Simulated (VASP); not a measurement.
Input of a VASP 6.6.1 run:

Contents of INCAR:

```
ALGO = Normal
EDIFF = 1E-8
ENCUT = 600
GGA = CA
IBRION = 8
ISIF = 2
ISMEAR = 0
LASPH = T
LCHARG = F
LEPSILON = T
LREAL = F
LWAVE = F
NELM = 80
NSW = 1
PREC = Accurate
SIGMA = 0.02
```

File KPOINTS:

```
k-points
0
Gamma
  4 4 4
```

The input POSCAR:

```
BaTiO3
1.0
    3.9410900000      0.0000000000      0.0000000000
    0.0000000000      3.9410900000      0.0000000000
    0.0000000000      0.0000000000      3.9903700000
Ba Ti O
1 1 3
Direct
    0.5000000000      0.5000000000      0.5787900000
    0.0000000000      0.0000000000      0.0915800000
    0.0000000000      0.5000000000      0.0657000000
    0.5000000000      0.0000000000      0.0657000000
    0.0000000000      0.0000000000      0.5582300000
```

Potentials or basis: VASP PAW LDA potentials, release 64 (Ba_sv, Ti_sv, O).

Launch:

```sh
$ cat potpaw_LDA.64/Ba_sv/POTCAR potpaw_LDA.64/Ti_sv/POTCAR potpaw_LDA.64/O/POTCAR > POTCAR
$ mpirun -np 1 vasp_std > vasp.out
```

**Question.** What does it give for the electronic dielectric tensor (diagonal)?

**Answer.** 6.86, 6.86, 6.33.

**Question.** Estimate the Born charges (mean of the diagonal).

**Answer.** Ba +2.79; Ti +7.12; O -3.39, -3.12 e.

**Question.** What does it give for the highest phonon frequency at Γ, LO-TO splitting left out?

**Answer.** 507 cm⁻¹.

Phonon frequencies in cm⁻¹ (negative: imaginary):
```
              q point                                              frequencies
(0.000, 0.000, 0.000)  -147 -147 0 1 1 182 185 185 271 288 288 295 478 478 507
```

Caveat: some modes are imaginary.
